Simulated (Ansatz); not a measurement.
# A C vacancy in 4H SiC, 255 atoms, charge +2

Wanted: geometry, formation energy and gap levels of the defect, compared across PBEsol.

Program: Ansatz 0.2.0, PAW, plane waves. These are calculated values, not measurements.

## 1. The system as built

255 atoms (128 Si, 127 C); a = 12.312 Å, b = 10.663 Å, c = 20.152 Å, α = 90.00°, β = 90.00°, γ = 90.00°. All atoms were shaken off their sites by about 0.02 Å along each axis; atoms next to an added one may be pushed further to make room. Defect site 1: (0.500, 0.333, 0.469). Starting moments add up to 2 μB.

Plan of the steps: (2) PBEsol relaxation at the single k point (¼, ¼, ¼), on 1 × NVIDIA GB200 with 8 threads of Arm Neoverse-V2.

## 2. Relaxing the atoms with PBEsol

File in.yaml:

```yaml
crystal:
  lattice:
    - [12.312272, 0.000000, 0.000000]
    - [0.000000, 10.662740, 0.000000]
    - [0.000000, 0.000000, 20.151893]
  atoms:
    - { symbol: Si, position: [0.998697, 0.999410, 0.250614] }
    - { symbol: Si, position: [0.001187, 0.998948, 0.749909] }
    - { symbol: Si, position: [0.251406, 0.998837, 0.249102] }
    - { symbol: Si, position: [0.247692, 0.997610, 0.751368] }
    # ... 74 atom lines left out here ...
    - { symbol: Si, position: [0.501465, 0.331448, 0.374818], spin: 0.5 }
    # ... 27 atom lines left out here ...
    - { symbol: Si, position: [0.376896, 0.249124, 0.499749], spin: 0.5 }
    # ... 7 atom lines left out here ...
    - { symbol: Si, position: [0.622702, 0.250015, 0.501773], spin: 0.5 }
    # ... 1 atom line left out here ...
    - { symbol: Si, position: [0.496430, 0.500363, 0.499484], spin: 0.5 }
    # ... 32 atom lines left out here ...
    - { symbol: C, position: [0.499620, 0.498076, 0.590988] }
    # ... 30 atom lines left out here ...
    - { symbol: C, position: [0.501498, 0.495213, 0.343894] }
    # ... 47 atom lines left out here ...
    - { symbol: C, position: [0.376486, 0.085928, 0.468357] }
    # ... 1 atom line left out here ...
    - { symbol: C, position: [0.250996, 0.332210, 0.466004] }
    # ... 14 atom lines left out here ...
    - { symbol: C, position: [0.749347, 0.333953, 0.469582] }
    # ... 9 atom lines left out here ...
  symmetry: { detect: false }
kpoints:
  mp_grid: { grid: [1, 1, 1], shift: [0.25, 0.25, 0.25] }
hamiltonian:
  xc: pbesol
total_charge: 2
magnetization:
  spin_polarized: true
scf:
  occupations: { method: fermi_dirac, width: 0.01 }
relax:
  f_tol: 0.03
  max_steps: 80
  escape_saddle: false
  adjacent_minimum: "off"
output:
  forces: true
  eigenvalues: true
  populations: true
  charged_corrections: { epsilon: 9.7 }
```

Started as:

```console
$ ansatz run in.yaml --threads 8 --pin off --max-ram 118750MiB --runs-dir r --events-out ev --progress --plain --backend cuda --devices 0, --max-vram 170GiB
```

What does the calculation give? Wanted: for each run, formation energy; host gap; top filled to lowest empty; moment.

**Answer**, as computed:

| level | time | formation energy (eV) | host gap (eV) | top filled to lowest empty (eV) | moment (μB) |
| --- | --- | --- | --- | --- | --- |
| PBEsol, relaxation | 16 s (GPU) | 2.20 | 2.11 | 1.53 | 0.00 |

| quantity | value |
| --- | --- |
| relaxation | 5 recorded steps, 4.40 eV gained |
| largest shift | 0.13 Å (Si79) |

**What this shows.** The relaxation lowers the energy by 4.40 eV; the largest shift is 0.13 Å (Si79). Part of this undoes the random shake of the start. The host's edges were read at Γ, so band-like levels at this k point need not coincide with them. Finite-cell errors of some tenths of an eV remain in such numbers. The dielectric constant of 9.7 in the correction is an assumed value.
